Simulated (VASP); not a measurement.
A run of VASP 6.6.1:

Contents of INCAR:

```
SYSTEM = GaN
PREC = Accurate
ENCUT = 600
EDIFF = 1E-7
ISMEAR = 0
SIGMA = 0.03
LREAL = .FALSE.
LASPH = .TRUE.
NELM = 80
ALGO = Normal
ISIF = 4
LWAVE = .FALSE.
LCHARG = .FALSE.
IBRION = 2
NSW = 40
EDIFFG = -0.01
```

Contents of KPOINTS:

```
Automatic mesh
0
G
  12 12 5
  0 0 0
```

Contents of POSCAR:

```
GaN                                     
1.0
    3.0923396314      0.0000000000      0.0000000000
   -1.5461698156      2.6780446778      0.0000000000
    0.0000000000      0.0000000000      5.0428354560
  Ga              N             
     2     2
Direct
     0.3333333332999970    0.6666666667000030    0.9993293524732441
     0.6666666667000030    0.3333333332999970    0.4993293524732440
     0.3333333332999970    0.6666666667000030    0.3756706475267560
     0.6666666667000030    0.3333333332999970    0.8756706475267559
```

Potentials or basis: VASP PAW LDA potentials, release 64 (Ga_d, N).

Run with:

```sh
$ cat potpaw_LDA.64/Ga_d/POTCAR potpaw_LDA.64/N/POTCAR > POTCAR
$ mpirun -np 1 vasp_std > vasp.out
```

Hardware: 1 thread of Intel(R) Xeon(R) 6975P-C (Granite Rapids) (shared host).

Task: How long does it take, and how much memory?

Result: It took 48 s on 1 thread of Intel(R) Xeon(R) 6975P-C (Granite Rapids), with other jobs on the host, peak memory 0.19 GiB. Counts: scf iterations 25, k points 57, ion steps 3.
